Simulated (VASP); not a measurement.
# GaP (I-4m2) in VASP: a series of runs, part 2 of 2

VASP 6.6.1. Earlier steps stand in the parts before.

**4. Single point, PBEsol (strained cell)**

File INCAR:

```
SYSTEM = GaP
  PREC = Accurate
  ENCUT = 520
  EDIFF = 1E-7
  ISMEAR = 0
  SIGMA = 0.02
  LREAL = .FALSE.
  LASPH = .TRUE.
  NELM = 100
  ALGO = Fast
  ISIF = 2
  LWAVE = .FALSE.
  LCHARG = .TRUE.
  GGA = PS
  LELF = .TRUE.
  LVHAR = .TRUE.
  NBANDS = 16
```

File KPOINTS:

```
Automatic mesh
0
G
  8 8 8
  0 0 0
```

File POSCAR:

```
GaP
1.0
    0.0000000000      2.7090277513      2.7600132171
    2.7090277513      0.0000000000      2.7600132171
    2.7090277513      2.7090277513      0.0000000000
Ga P
1 1
Direct
    0.0000000000      0.0000000000      0.0000000000
    0.2500000000      0.2500000000      0.2500000000
```

Potentials or basis: VASP PAW PBE potentials, release 64 (Ga_d, P).

Run with:

```console
cat potpaw_PBE.64/Ga_d/POTCAR potpaw_PBE.64/P/POTCAR > POTCAR
mpirun -np 1 vasp_std > vasp.out
```

OUTCAR:

```text
SYSTEM = GaP
   PREC = Accurate
   ENCUT = 520
   EDIFF = 1E-7
   ISMEAR = 0
   LREAL = .FALSE.
   LASPH = .TRUE.
   NELM = 100
   ISIF = 2
   GGA = PS

 ion  position               nearest neighbor table
   1  0.000  0.000  0.000-   2 2.36   2 2.36   2 2.36   2 2.36
   2  0.250  0.250  0.250-   1 2.36   1 2.36   1 2.36   1 2.36

  LATTYP: Found a body centered tetragonal cell.
 ALAT       =     3.8311437867
 C/A-ratio  =     1.4408298778

  Lattice vectors:

 A1 = (  -2.7090277513,   0.0000000000,   2.7600132171)
 A2 = (   2.7090277513,   0.0000000000,   2.7600132171)
 A3 = (   0.0000000000,   2.7090277513,  -2.7600132171)

Analysis of symmetry for initial positions (statically):
=====================================================================
 Subroutine PRICEL returns:
 Original cell was already a primitive cell.

 Routine SETGRP: Setting up the symmetry group for a
 body centered tetragonal supercell.

 Subroutine GETGRP returns: Found  8 space group operations
 (whereof  8 operations were pure point group operations)
 out of a pool of 16 trial point group operations.

The static configuration has the point symmetry D_2d.

Analysis of symmetry for dynamics (positions and initial velocities):
[... 164 lines left out ...]
 val. band max:        4.5972835273   @ k =   0.0000   0.0000   0.0000
 cond. band min:       6.0297792841   @ k =   0.3750   0.0000   0.3750
 fundamental gap:      1.4324957568
 Fermi energy:         4.7091481017

 k-point     1 :       0.0000    0.0000    0.0000
  band No.  band energies     occupation
      1      -9.9824      2.00000
      2      -9.9768      2.00000
      3      -9.9768      2.00000
      4      -9.8795      2.00000
      5      -9.8772      2.00000
      6      -7.9565      2.00000
[... 433 lines left out ...]
      3      -9.9503      2.00000
      4      -9.8855      2.00000
      5      -9.8679      2.00000
      6      -6.4754      2.00000
[... 8 lines left out ...]
     15      15.2117      0.00000
     16      15.4813      0.00000

 [... further k-points ...]

------------------------ aborting loop because EDIFF is reached ----------------------------------------

  FORCE on cell =-STRESS in cart. coord.  units (eV):
  Direction    XX          YY          ZZ          XY          YZ          ZX
  --------------------------------------------------------------------------------------
  -------------------------------------------------------------------------------------
  Total       -0.0457082     -0.0457082     -0.4100306      0.0000000      0.0000000      0.0000000
  in kB       -1.8077437     -1.8077437    -16.2165638      0.0000000      0.0000000      0.0000000
  external PRESSURE =      -6.6106837 kB  Pullay stress =       0.0000000 kB

 VOLUME and BASIS-vectors are now :
 -----------------------------------------------------------------------------
  energy-cutoff  :      520.00
  volume of cell :       40.51
      direct lattice vectors                 reciprocal lattice vectors
     0.000000000  2.709027751  2.760013217    -0.184568061  0.184568061  0.181158553
     2.709027751  0.000000000  2.760013217     0.184568061 -0.184568061  0.181158553
     2.709027751  2.709027751  0.000000000     0.184568061  0.184568061 -0.181158553

 POSITION                                       TOTAL-FORCE (eV/Angst)
 -----------------------------------------------------------------------------------
      0.00000      0.00000      0.00000        -0.000000     -0.000000      0.000000
      1.35451      1.35451      1.38001         0.000000      0.000000     -0.000000
 -----------------------------------------------------------------------------------
    total drift:                                0.000001      0.000001     -0.000009

  FREE ENERGIE OF THE ION-ELECTRON SYSTEM (eV)
  ---------------------------------------------------
  free  energy   TOTEN  =        -9.9182201876 eV

  energy  without entropy=       -9.9182201876  energy(sigma->0) =       -9.91822019
```

Run time: 33 s. Hardware: 1 thread of Intel Xeon Platinum 8559C (Emerald Rapids), shared host; peak memory 0.18 GiB.

What came out:

```
Free energy            : -9.9182 eV
Pressure               : -0.7 GPa
Band gap on the k mesh : 1.43 eV, indirect (least direct gap 1.71 eV)
```

Stress tensor (GPa, compression positive):
```
-0.18  0.00  0.00
 0.00 -0.18  0.00
 0.00  0.00 -1.62
```

Levels at points of the mesh, in eV from the valence-band top:
```csv
k point,band 5,band 6,band 7,band 8,band 9,band 10,band 11,band 12,band 13,band 14
"(0.00, 0.00, 0.00)",-14.47,-12.55,-0.11,0.00,0.00,1.71,3.78,3.78,3.82,8.52
"(0.50, 0.00, 0.00)",-14.47,-10.47,-6.73,-1.24,-1.09,1.54,4.55,4.69,8.06,10.69
"(0.50, 0.50, 0.00)",-14.46,-9.61,-6.92,-2.66,-2.66,1.57,1.80,10.51,10.51,10.93
"(0.50, 0.00, 0.50)",-14.45,-9.53,-6.80,-2.79,-2.78,1.44,1.62,10.48,10.48,11.08
```

Caveat: the PAW data sets were made with another functional, which shifts forces and pressure a little.

**5. Relaxation of the atoms, PBEsol (strained cell)**

File INCAR:

```
SYSTEM = GaP
  ALGO = Fast
  EDIFF = 1E-6
  EDIFFG = -0.002
  ENCUT = 520
  GGA = PS
  IBRION = 2
  ISIF = 2
  ISMEAR = 0
  LASPH = .True.
  LCHARG = .False.
  LREAL = .False.
  LWAVE = .False.
  NELM = 100
  NSW = 60
  PREC = Accurate
  SIGMA = 0.02
```

File KPOINTS:

```
k-points
0
Gamma
  8 8 8
  0 0 0
```

POSCAR is that of step 4.

Run with:

```console
cat potpaw_PBE.64/Ga_d/POTCAR potpaw_PBE.64/P/POTCAR > POTCAR
mpirun -np 1 vasp_std > vasp.out
```

Run time: 19 s. Hardware: 1 thread of Intel Xeon Platinum 8559C (Emerald Rapids), shared host; peak memory 0.18 GiB.

Results (log left out):

```
Free energy             : -9.9182 eV
Pressure after relaxing : -0.6 GPa
Band gap on the k mesh  : 1.43 eV, indirect (least direct gap 1.71 eV)
```

Stress tensor (GPa, compression positive):
```
-0.17  0.00  0.00
 0.00 -0.17  0.00
 0.00  0.00 -1.61
```

Final structure:
```
Ga P
1.0
     0.00000    2.70903    2.76001
     2.70903    0.00000    2.76001
     2.70903    2.70903    0.00000
Ga P
1 1
Direct
  0.00000 0.00000 0.00000
  0.25000 0.25000 0.25000
```

Levels at points of the mesh, in eV from the valence-band top:
| k point | band 6 | band 7 | band 8 | band 9 | band 10 | band 11 | band 12 | band 13 |
| --- | --- | --- | --- | --- | --- | --- | --- | --- |
| (0.00, 0.00, 0.00) | -12.55 | -0.11 | 0.00 | 0.00 | 1.71 | 3.78 | 3.78 | 3.82 |
| (0.50, 0.00, 0.00) | -10.47 | -6.73 | -1.24 | -1.09 | 1.54 | 4.55 | 4.69 | 8.06 |
| (0.50, 0.50, 0.00) | -9.61 | -6.92 | -2.66 | -2.66 | 1.57 | 1.80 | 10.52 | 10.90 |
| (0.50, 0.00, 0.50) | -9.53 | -6.80 | -2.79 | -2.78 | 1.44 | 1.62 | 10.52 | 10.95 |

Caveat: the relaxation stopped at its first step, so nothing moved; the PAW data sets were made with another functional, which shifts forces and pressure a little. A k mesh can miss the band edges.
